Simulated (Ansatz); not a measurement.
**O vacancy in TiO2 (Rutile), part 1 of 2**

A defect calculation: O vacancy in TiO2 (Rutile), supercell of 48 sites.

Computed with Ansatz 0.2.0 (DFT PBE, scalar-relativistic, plane waves, PAW, unless a step's input says otherwise).

3 further runs of the same task are left out: 3 set aside as unsound or not needed.

### Step 1. The system as given

The structure is tetragonal, space group P4_2/mnm (No. 136). The conventional cell has a = 4.643 Å, b = 4.643 Å, c = 2.964 Å, α = 90.00°, β = 90.00°, γ = 90.00°. Around Ti (site symmetry mmm) lie 6 O at 1.96 to 2.00 Å. O (site symmetry m2m) has 3 Ti at 1.96 to 2.00 Å as nearest neighbours.

Structure file:

```cif
data_structure
_symmetry_space_group_name_H-M 'P 1'
_symmetry_Int_Tables_number 1
_cell_length_a 4.6433
_cell_length_b 4.6433
_cell_length_c 2.9639
_cell_angle_alpha 90.000
_cell_angle_beta 90.000
_cell_angle_gamma 90.000
_cell_volume 63.90
loop_
_atom_site_label
_atom_site_type_symbol
_atom_site_fract_x
_atom_site_fract_y
_atom_site_fract_z
_atom_site_occupancy
Ti1 Ti 0.00000 0.00000 0.00000 1
Ti2 Ti 0.50000 0.50000 0.50000 1
O1 O 0.30513 0.30513 0.00000 1
O2 O 0.19487 0.80513 0.50000 1
O3 O 0.69487 0.69487 0.00000 1
O4 O 0.80513 0.19487 0.50000 1
```

It is the result of an earlier relaxation at this level (volume 10.65 Å³/atom; gap on the mesh: 1.86 eV).

The perfect supercell (rows -1 1 -2; -1 -1 2; 1 1 2 in vectors of this cell) was computed beforehand with the same settings: E(σ→0) = -58218.4426 eV for 48 atoms, gap 2.13 eV on its own mesh.

### Step 2. Making the defect

The atom at (0.500, 0.347, 0.153) of the supercell is taken out. A small random displacement (spread 0.05 Å) lets the symmetry of the site break. Its neighbours are 2 Ti at 1.96 Å, 1 Ti at 2.00 Å.

### Step 3. Relaxation at the host's cell

The input, input.yaml:

```yaml
crystal:
  lattice:
    - [-4.6432750133, 4.6432750133, -5.9277640407]
    - [-4.6432750133, -4.6432750133, 5.9277640407]
    - [4.6432750133, 4.6432750133, 5.9277640407]
  atoms:
    - { symbol: Ti, position: [0.0, 0.5, 0.5] }
    - { symbol: Ti, position: [0.0, 0.75, 0.75] }
    - { symbol: Ti, position: [0.5, 1.0, 0.5] }
    - { symbol: Ti, position: [0.5, 0.25, 0.75] }
    - { symbol: Ti, position: [0.508541596, 0.4998648934, 0.0028157555] }
    - { symbol: Ti, position: [0.5, 0.75, 0.25] }
    - { symbol: Ti, position: [0.0, 1.0, 0.0] }
    - { symbol: Ti, position: [0.0, 0.25, 0.25] }
    - { symbol: Ti, position: [0.4997017759, 0.3779598431, 0.3691277288] }
    - { symbol: Ti, position: [0.5, 0.625, 0.625] }
    - { symbol: Ti, position: [0.0, 0.875, 0.375] }
    - { symbol: Ti, position: [0.0, 0.125, 0.625] }
    - { symbol: Ti, position: [0.0, 0.375, 0.875] }
    - { symbol: Ti, position: [0.0, 0.625, 0.125] }
    - { symbol: Ti, position: [0.5, 0.875, 0.875] }
    - { symbol: Ti, position: [0.5011834311, 0.1236641758, 0.1273536318] }
    - { symbol: O, position: [0.5, 0.5974358746, 0.4025641254] }
    - { symbol: O, position: [0.0, 0.8474358746, 0.1525641254] }
    - { symbol: O, position: [0.0, 0.0974358746, 0.4025641254] }
    - { symbol: O, position: [0.0, 0.3474358746, 0.6525641254] }
    - { symbol: O, position: [0.0, 0.5974358746, 0.9025641254] }
    - { symbol: O, position: [0.5, 0.8474358746, 0.6525641254] }
    - { symbol: O, position: [0.5, 0.0974358746, 0.9025641254] }
    - { symbol: O, position: [0.8051282508, 0.5275641254, 0.5275641254] }
    - { symbol: O, position: [0.8051282508, 0.7775641254, 0.7775641254] }
    - { symbol: O, position: [0.3051282508, 0.0275641254, 0.5275641254] }
    - { symbol: O, position: [0.3051282508, 0.2775641254, 0.7775641254] }
    - { symbol: O, position: [0.3051282508, 0.5275641254, 0.0275641254] }
    - { symbol: O, position: [0.3051282508, 0.7775641254, 0.2775641254] }
    - { symbol: O, position: [0.8051282508, 0.0275641254, 0.0275641254] }
    - { symbol: O, position: [0.8051282508, 0.2775641254, 0.2775641254] }
    - { symbol: O, position: [0.5, 0.1525641254, 0.3474358746] }
    - { symbol: O, position: [0.5, 0.4025641254, 0.5974358746] }
    - { symbol: O, position: [0.0, 0.6525641254, 0.3474358746] }
    - { symbol: O, position: [0.0, 0.9025641254, 0.5974358746] }
    - { symbol: O, position: [0.0, 0.1525641254, 0.8474358746] }
    - { symbol: O, position: [0.0, 0.4025641254, 0.0974358746] }
    - { symbol: O, position: [0.5, 0.6525641254, 0.8474358746] }
    - { symbol: O, position: [0.5, 0.9025641254, 0.0974358746] }
    - { symbol: O, position: [0.1948717492, 0.2224358746, 0.2224358746] }
    - { symbol: O, position: [0.1948717492, 0.4724358746, 0.4724358746] }
    - { symbol: O, position: [0.6948717492, 0.7224358746, 0.2224358746] }
    - { symbol: O, position: [0.6948717492, 0.9724358746, 0.4724358746] }
    - { symbol: O, position: [0.6948717492, 0.2224358746, 0.7224358746] }
    - { symbol: O, position: [0.6948717492, 0.4724358746, 0.9724358746] }
    - { symbol: O, position: [0.1948717492, 0.7224358746, 0.7224358746] }
    - { symbol: O, position: [0.1948717492, 0.9724358746, 0.9724358746] }
  host:
    lattice:
      - [4.6432750133, 0.0, 0.0]
      - [0.0, 4.6432750133, 0.0]
      - [0.0, 0.0, 2.9638820203]
    atoms:
      - { symbol: Ti, position: [0.0, 0.0, 0.0] }
      - { symbol: Ti, position: [0.5, 0.5, 0.5] }
      - { symbol: O, position: [0.3051282508, 0.3051282508, 0.0] }
      - { symbol: O, position: [0.1948717492, 0.8051282508, 0.5] }
      - { symbol: O, position: [0.6948717492, 0.6948717492, 0.0] }
      - { symbol: O, position: [0.8051282508, 0.1948717492, 0.5] }
basis:
  ecutwfc: 420
  xc_grid: 2
kpoints:
  mp_grid: { grid: [2, 2, 2], shift: [0.5, 0.5, 0.5] }
hamiltonian:
  xc: pbe
scf:
  occupations: { method: gaussian, width: 0.01 }
output:
  forces: true
  stress: false
  eigenvalues: true
  charged_corrections: { defect_position: [0.5, 0.34743587, 0.15256413] }
  write_density: true
  write_potential: true
  elf: true
  volumetric_format: npy
relax:
  adjacent_minimum: "off"
  f_tol: 0.025
  max_steps: 60
```

On the command line:

```sh
$ ansatz run input.yaml --threads 8 --pin off --max-ram 22528MiB --backend cpu --events-out ev --progress --plain --runs-dir out
```

The log of the run (excerpt; [...] marks lines left out):

```text
Warning: RAYON_NUM_THREADS=8 ignored (pool sized by the plan → 8); use --threads N
[...]
Pseudopotentials: kind: paw
Pseudopotential: Ti, paw, valence charge 12, recommended cutoff 420 eV (normal), Ti.paw.azcp
Pseudopotential: O, paw, valence charge 6, recommended cutoff 420 eV (normal), O.paw.azcp
Functional definition: PBE
[...]
Crystal: 47 atoms, lattice volume = 511.210 Å³
Basis set: ecut = 420 eV, 10015 PW (Γ), exchange–correlation on 120×120×120 points (8 copies of the dense FFT grid, shifted against one another)
Bands: 236, of which v1, the nominal top of the filled ones, is band 189 counted from 1 (188 counted from 0)
Symmetry: 1 space group operations
Space group: P1 (ITA 1), of the structure as read, at distance tolerance 8.0e-5 Å
k-points: 4 of 8 (time reversal used)
[...]
SCF iter   1: F=—  HF=-57647.881415 eV  |F-HF|=—  |Δ(HF+E_count)|=         —  Δρ=7.96e-3  dr2=9.64e-1  ethr=1.77e-3  ⟨swp⟩=4.2  Hψ=3431  notcnv=0  defer=43
[...]
relax step   1: F+E_penalty+E_count = -57647.67915311 eV  Δ(F+E_penalty+E_count) = +0.000e0 eV  max|allowed force component| = 1.298e0 eV/Å  Δτ_max = 0.0000 Å  (9 SCF iters, dr2 threshold 1.56e-5 eV, accepted)
[...]
relax step   5: F+E_penalty+E_count = -57648.49745813 eV  Δ(F+E_penalty+E_count) = +3.642e-1 eV  max|allowed force component| = 2.339e0 eV/Å  Δτ_max = 0.1950 Å  (16 SCF iters, dr2 threshold 4.76e-5 eV, rejected (line search))
relax step   6: F+E_penalty+E_count = -57648.99204378 eV  Δ(F+E_penalty+E_count) = -1.304e-1 eV  max|allowed force component| = 2.386e-1 eV/Å  Δτ_max = 0.0975 Å  (26 SCF iters, accepted)
```

### Step 4. More of the same log: O vacancy (site f), charge +0, atoms relaxed at the host's cell

Output, continued (excerpt; [...] marks lines left out):

```text
relax step   7: F+E_penalty+E_count = -57649.00389653 eV  Δ(F+E_penalty+E_count) = -1.185e-2 eV  max|allowed force component| = 1.163e-1 eV/Å  Δτ_max = 0.0264 Å  (14 SCF iters, dr2 threshold 1.14e-5 eV, accepted)
[...]
relax step   9: F+E_penalty+E_count = -57649.00718246 eV  Δ(F+E_penalty+E_count) = -6.948e-4 eV  max|allowed force component| = 2.807e-2 eV/Å  Δτ_max = 0.0049 Å  (11 SCF iters, dr2 threshold 9.75e-7 eV, accepted)
[...]
relax step  11: F+E_penalty+E_count = -57649.00621911 eV  Δ(F+E_penalty+E_count) = +2.230e-3 eV  max|allowed force component| = 6.891e-2 eV/Å  Δτ_max = 0.0478 Å  (12 SCF iters, rejected (line search))
[...]
relax step  13: F+E_penalty+E_count = -57649.00977022 eV  Δ(F+E_penalty+E_count) = +6.481e-4 eV  max|allowed force component| = 5.396e-2 eV/Å  Δτ_max = 0.0617 Å  (13 SCF iters, dr2 threshold 6.37e-7 eV, rejected (line search))
[...]
relax step  16: F+E_penalty+E_count = -57649.01382459 eV  Δ(F+E_penalty+E_count) = -5.648e-4 eV  max|allowed force component| = 1.263e-2 eV/Å  Δτ_max = 0.0112 Å  (12 SCF iters, accepted)
SCF converged after 12 iterations
Free energy (F): -57649.013825 eV
[...]
E sigma→0 (E₀):  -57649.012891 eV
Entropy (-TS):   -0.001867 eV (-0.040 meV/atom)
Fermi energy:    10.827479 eV
[...]
--- Forces (eV/Å), atoms counted from 1 ---
  atom   1  Ti     0.00078724     0.00825107     0.00001581
  atom   2  Ti     0.00683869    -0.00715497    -0.00146777
  atom   3  Ti     0.00196178     0.00511144     0.00284883
  atom   4  Ti     0.00573780     0.00401819    -0.00200918
  atom   5  Ti     0.00921912     0.00951702    -0.00178531
  atom   6  Ti     0.00585432     0.00396981     0.00108406
  atom   7  Ti    -0.00581889    -0.00316853    -0.00051418
  atom   8  Ti     0.00678703    -0.00684076     0.00278400
[...]
--- Band table (eV) ---
[...]
```

(Continued in part 2 of 2.)
